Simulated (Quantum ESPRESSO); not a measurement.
# Pt (Im-3m) in Quantum ESPRESSO: equation of state, part 2 of 2

Quantum ESPRESSO 7.5. The steps go on from the part before.

**7. Single point, PBE, 16.54 Å³/atom**

pw.in reads:

```
&CONTROL
  calculation = 'scf'
  prefix = 'pwscf'
  outdir = './tmp'
  pseudo_dir = './pseudo'
  tprnfor = .true.
  tstress = .true.
  disk_io = 'nowf'
/
&SYSTEM
  ibrav = 0
  nat = 1
  ntyp = 1
  ecutwfc = 55
  ecutrho = 440
  nbnd = 14
  occupations = 'smearing'
  smearing = 'fd'
  degauss = 0.00367493
/
&ELECTRONS
  conv_thr = 2d-10
  electron_maxstep = 120
  mixing_beta = 0.5
/
ATOMIC_SPECIES
Pt   195.0840 pt_pbe_v1.4.uspp.F.UPF
CELL_PARAMETERS angstrom
  -1.6050673907    1.6050673907    1.6050673907
   1.6050673907   -1.6050673907    1.6050673907
   1.6050673907    1.6050673907   -1.6050673907
ATOMIC_POSITIONS crystal
Pt     0.0000000000    0.0000000000    0.0000000000
K_POINTS automatic
12 12 12 0 0 0
```

Potentials or basis: SSSP 1.3 efficiency PBE.

Run with:

```sh
> OMP_NUM_THREADS=1 pw.x -in pw.in > pw.out
```

pw.out:

```text
This program is part of the open-source Quantum ESPRESSO suite
     for quantum simulation of materials; please cite
[... 9 lines left out ...]
     --------------------
     sticks:   dense  smooth     PW     G-vecs:    dense   smooth      PW
     Sum         917     459    173                17549     6099    1481

     Using Slab Decomposition

     bravais-lattice index     =            0
     lattice parameter (alat)  =       5.2535  a.u.
     unit-cell volume          =     111.6186 (a.u.)^3
     number of atoms/cell      =            1
     number of atomic types    =            1
     number of electrons       =        16.00
     number of Kohn-Sham states=           14
     kinetic-energy cutoff     =      55.0000  Ry
     charge density cutoff     =     440.0000  Ry
     scf convergence threshold =      2.0E-10
     mixing beta               =       0.5000
     number of iterations used =            8  plain     mixing
     Exchange-correlation=  SLA  PW   PBX  PBC
                           (   1   4   3   4   0   0   0)

     celldm(1)=   5.253549  celldm(2)=   0.000000  celldm(3)=   0.000000
     celldm(4)=   0.000000  celldm(5)=   0.000000  celldm(6)=   0.000000

     crystal axes: (cart. coord. in units of alat)
               a(1) = (  -0.577350   0.577350   0.577350 )
               a(2) = (   0.577350  -0.577350   0.577350 )
               a(3) = (   0.577350   0.577350  -0.577350 )

     reciprocal axes: (cart. coord. in units 2 pi/alat)
               b(1) = ( -0.000000  0.866025  0.866025 )
               b(2) = (  0.866025 -0.000000  0.866025 )
               b(3) = (  0.866025  0.866025  0.000000 )

     PseudoPot. # 1 for Pt read from file:
     pt_pbe_v1.4.uspp.F.UPF
     Pseudo is Ultrasoft + core correction, Zval = 16.0
     Generated by new atomic code, or converted to UPF format
     Using radial grid of  985 points,  6 beta functions with:
                l(1) =   0
                l(2) =   0
                l(3) =   1
                l(4) =   1
                l(5) =   2
                l(6) =   2
     Q(r) pseudized with  8 coefficients,  rinner =    1.300   1.300   1.300
                                                       1.300   1.300

     atomic species   valence    mass     pseudopotential
     Pt               16.00   195.08400     Pt( 1.00)

     48 Sym. Ops., with inversion, found

   Cartesian axes

     site n.     atom                  positions (alat units)
         1        Pt     tau(   1) = (   0.0000000   0.0000000   0.0000000  )

     number of k points=    72  Fermi-Dirac smearing, width (Ry)=  0.0037
                       cart. coord. in units 2pi/alat
        k(    1) = (   0.0000000   0.0000000   0.0000000), wk =   0.0011574
        k(    2) = (   0.0721688   0.0721688   0.0000000), wk =   0.0138889
        k(    3) = (   0.1443376   0.1443376   0.0000000), wk =   0.0138889
        k(    4) = (   0.2165064   0.2165064   0.0000000), wk =   0.0138889
        k(    5) = (   0.2886751   0.2886751   0.0000000), wk =   0.0138889
        k(    6) = (   0.3608439   0.3608439   0.0000000), wk =   0.0138889
[... 64 lines left out ...]
        k(   71) = (  -0.8660254  -0.0721688  -0.0721688), wk =   0.0138889
        k(   72) = (  -0.8660254  -0.8660254  -0.8660254), wk =   0.0011574

     Dense  grid:    17549 G-vectors     FFT dimensions: (  36,  36,  36)

     Smooth grid:     6099 G-vectors     FFT dimensions: (  25,  25,  25)

     Initial potential from superposition of free atoms

     starting charge      15.5000, renormalised to      16.0000

     negative rho (up, down):  1.906E-01 0.000E+00
     Starting wfcs are   12 randomized atomic wfcs +    2 random wfcs

     Self-consistent Calculation

     iteration #  1     ecut=    55.00 Ry     beta= 0.50
     Davidson diagonalization with overlap
     ethr =  1.00E-02,  avg # of iterations =  4.4

     negative rho (up, down):  1.768E-01 0.000E+00

     total energy              =    -210.50274722 Ry
     estimated scf accuracy    <       0.80838502 Ry

     iteration #  2     ecut=    55.00 Ry     beta= 0.50
     Davidson diagonalization with overlap
     ethr =  5.05E-03,  avg # of iterations =  2.0

     negative rho (up, down):  1.777E-01 0.000E+00

     total energy              =    -210.68617004 Ry
     estimated scf accuracy    <       0.01294531 Ry

     iteration #  3     ecut=    55.00 Ry     beta= 0.50
     Davidson diagonalization with overlap
     ethr =  8.09E-05,  avg # of iterations =  2.6

     negative rho (up, down):  1.767E-01 0.000E+00

     total energy              =    -210.68870512 Ry
     estimated scf accuracy    <       0.00077123 Ry

     iteration #  4     ecut=    55.00 Ry     beta= 0.50
     Davidson diagonalization with overlap
     ethr =  4.82E-06,  avg # of iterations =  4.8

     negative rho (up, down):  1.768E-01 0.000E+00

     total energy              =    -210.68875617 Ry
     estimated scf accuracy    <       0.00000476 Ry

     iteration #  5     ecut=    55.00 Ry     beta= 0.50
     Davidson diagonalization with overlap
     ethr =  2.98E-08,  avg # of iterations =  2.4

     negative rho (up, down):  1.769E-01 0.000E+00

     total energy              =    -210.68875816 Ry
     estimated scf accuracy    <       0.00000025 Ry

     iteration #  6     ecut=    55.00 Ry     beta= 0.50
     Davidson diagonalization with overlap
     ethr =  1.58E-09,  avg # of iterations =  2.2

     negative rho (up, down):  1.769E-01 0.000E+00

     total energy              =    -210.68875819 Ry
     estimated scf accuracy    <       0.00000003 Ry

     iteration #  7     ecut=    55.00 Ry     beta= 0.50
     Davidson diagonalization with overlap
     ethr =  1.91E-10,  avg # of iterations =  2.0

     negative rho (up, down):  1.769E-01 0.000E+00

     total energy              =    -210.68875821 Ry
     estimated scf accuracy    <          1.3E-09 Ry

     iteration #  8     ecut=    55.00 Ry     beta= 0.50
     Davidson diagonalization with overlap
     ethr =  8.27E-12,  avg # of iterations =  2.6

     negative rho (up, down):  1.769E-01 0.000E+00

     End of self-consistent calculation

          k = 0.0000 0.0000 0.0000 (   767 PWs)   bands (ev):

   -32.3417 -32.3417 -32.3417  10.6877  16.4915  16.4915  16.4915  18.8126
    18.8126  36.8213  36.8213  36.8213  46.3017  46.3017

          k = 0.0722 0.0722 0.0000 (   762 PWs)   bands (ev):

   -32.3650 -32.3499 -32.3415  10.9585  16.3908  16.4915  16.7019  18.6886
    18.8198  36.9208  36.9585  37.2062  43.5318  43.8538

          k = 0.1443 0.1443 0.0000 (   762 PWs)   bands (ev):

   -32.4285 -32.3725 -32.3409  11.7163  16.1263  16.4711  17.3105  18.4701
    18.8475  36.4392  36.7646  38.2985  41.6629  42.0372

          k = 0.2165 0.2165 0.0000 (   780 PWs)   bands (ev):

   -32.5144 -32.4032 -32.3403  12.7286  15.7871  16.5430  18.2408  18.4151
    18.9054  33.8001  35.6716  39.9209  40.5907  41.6614

          k = 0.2887 0.2887 0.0000 (   780 PWs)   bands (ev):

   -32.5992 -32.4337 -32.3396  13.4421  15.4699  17.2578  18.5652  18.9880
    19.3326  30.3801  34.3068  37.9328  41.7758  42.4668

          k = 0.3608 0.3608 0.0000 (   778 PWs)   bands (ev):

   -32.6607 -32.4559 -32.3391  13.5996  15.2498  18.4425  19.0659  19.1410
    20.2898  27.2484  33.3290  35.9669  43.1419  43.3775

          k =-0.4330-0.4330 0.0000 (   758 PWs)   bands (ev):

   -32.6830 -32.4640 -32.3388  13.5916  15.1715  18.6354  19.0985  20.1395
    20.6896  25.6521  32.9811  35.2216  43.7793  44.0441

          k = 0.1443 0.0722 0.0722 (   757 PWs)   bands (ev):

   -32.4092 -32.3584 -32.3472  11.4764  16.2751  16.3736  17.1529  18.4922
    18.8604  36.7947  37.2158  37.6112  41.3199  42.8483

          k = 0.2165 0.1443 0.0722 (   766 PWs)   bands (ev):

   -32.4814 -32.3850 -32.3491  12.3971  15.9875  16.2928  17.9866  18.3250
    18.9391  35.3642  36.2076  38.6481  39.6193  42.2523
[... 286 lines left out ...]
          k = 0.0000-0.0722 0.6495 (   768 PWs)   bands (ev):

   -32.6034 -32.5569 -32.5375  14.6951  14.8235  18.3745  18.5891  19.8810
    23.3753  29.1045  30.3142  34.7598  37.8968  40.4034

          k =-0.8660-0.1443-0.1443 (   768 PWs)   bands (ev):

   -32.6202 -32.5656 -32.5349  14.5568  14.7530  18.3729  18.7041  20.3264
    25.9395  26.1419  29.6630  35.4233  38.5855  38.9122

          k =-0.7939-0.0722-0.1443 (   771 PWs)   bands (ev):

   -32.6076 -32.5865 -32.5445  14.4936  14.5626  18.4795  19.4849  20.0655
    25.4294  27.7968  28.3812  35.2248  38.0743  38.7208

          k = 0.0000 0.0000 0.7217 (   771 PWs)   bands (ev):

   -32.5934 -32.5812 -32.5812  14.3490  14.4227  19.4449  19.4449  19.9047
    24.7774  28.7175  28.7175  33.6011  37.9473  38.7774

          k =-0.8660-0.0722-0.0722 (   764 PWs)   bands (ev):

   -32.6048 -32.5901 -32.5820  14.2312  14.2617  19.6210  19.7615  20.2410
    26.6466  27.0119  28.0288  33.3067  38.1122  38.1931

          k =-0.8660-0.8660-0.8660 (   784 PWs)   bands (ev):

   -32.5992 -32.5992 -32.5992  14.0964  14.0964  20.2101  20.2101  20.2101
    27.3060  27.3060  27.3060  31.8237  38.1102  38.1102

     the Fermi energy is    19.6727 ev

!    total energy              =    -210.68875821 Ry
     estimated scf accuracy    <          4.0E-11 Ry
     smearing contrib. (-TS)   =      -0.00050373 Ry
     internal energy E=F+TS    =    -210.68825449 Ry

     The total energy is F=E-TS. E is the sum of the following terms:
     one-electron contribution =     -26.99159100 Ry
     hartree contribution      =      26.73024069 Ry
     xc contribution           =     -56.84935006 Ry
     ewald contribution        =    -153.57755411 Ry

     convergence has been achieved in   8 iterations

     negative rho (up, down):  1.769E-01 0.000E+00

     Forces acting on atoms (cartesian axes, Ry/au):

     atom    1 type  1   force =     0.00000000    0.00000000    0.00000000

     Total force =     0.000000     Total SCF correction =     0.000000

     Computing stress (Cartesian axis) and pressure

     negative rho (up, down):  1.769E-01 0.000E+00
          total   stress  (Ry/bohr**3)                   (kbar)     P=     -101.72
  -0.00069148   0.00000000   0.00000000         -101.72        0.00        0.00
   0.00000000  -0.00069148   0.00000000            0.00     -101.72        0.00
   0.00000000   0.00000000  -0.00069148            0.00        0.00     -101.72

=------------------------------------------------------------------------------=
   JOB DONE.
=------------------------------------------------------------------------------=
```

It took 8 s on 1 thread of Arm Neoverse V2, shared host; peak memory 0.1 GiB.

Results:

| Item | Value |
| --- | --- |
| Free energy | -2866.5666 eV |
| Pressure | -10.2 GPa |
| Band gap on the k mesh | none (metal or under the smearing width) |

**8. Single point, PBE, 16.86 Å³/atom**

pw.in: that of step 7 with these lines changed.

```diff
@@ -28,5 +28,5 @@
 CELL_PARAMETERS angstrom
-  -1.6050673907    1.6050673907    1.6050673907
-   1.6050673907   -1.6050673907    1.6050673907
-   1.6050673907    1.6050673907   -1.6050673907
+  -1.6152910255    1.6152910255    1.6152910255
+   1.6152910255   -1.6152910255    1.6152910255
+   1.6152910255    1.6152910255   -1.6152910255
 ATOMIC_POSITIONS crystal
```

Run with:

```sh
> OMP_NUM_THREADS=1 pw.x -in pw.in > pw.out
```

Run time: 8 s. Hardware: 1 thread of Arm Neoverse V2, shared host; peak memory 0.1 GiB.

Results (log left out):

```
Free energy            : -2866.5434 eV
Pressure               : -13.5 GPa
Band gap on the k mesh : none (metal or under the smearing width)
```

**9. Equation of state, PBE**

Potentials or basis: SSSP 1.3 efficiency PBE.

No new run: the results of the series are fitted here.

Results:

```
Equilibrium volume                      : 15.78 Å³/atom
Bulk modulus                            : 241 GPa
Pressure derivative of the bulk modulus : 5.4
```

Energy against volume, from the lowest point:
```tsv
volume (Å³/atom)	energy (meV/atom)
14.950	36.12
15.268	12.66
15.586	1.10
15.904	0.00
16.222	8.10
16.540	24.24
16.858	47.47
```

Spin-orbit coupling is left out, which matters for the levels of Pt.
